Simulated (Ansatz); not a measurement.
Q: GeTe in space group R3m (No. 160; Ge on 3a, Te on 3a) is relaxed with LDA in the plane-wave PAW code Ansatz. What lattice parameters of the conventional cell result?

A: a = 4.132 Å, c = 10.395 Å.

Q: Give the free coordinates with the occupied sites.

A: In one choice of origin and axes:

```csv
atom,site,symmetry,x,y,z
Ge,3a,3m,0.0000,0.0000,0.7622
Te,3a,3m,0.0000,0.0000,0.2378
```

Q: Is it a metal or does it have a gap at this level?

A: A gap of 0.37 eV, indirect.

The LDA relaxation kept the symmetry of its start; of distortions, only those at the zone centre were tested. Spin–orbit coupling is left out wherever it is not named.

Potentials: the later of the program's two PAW sets.
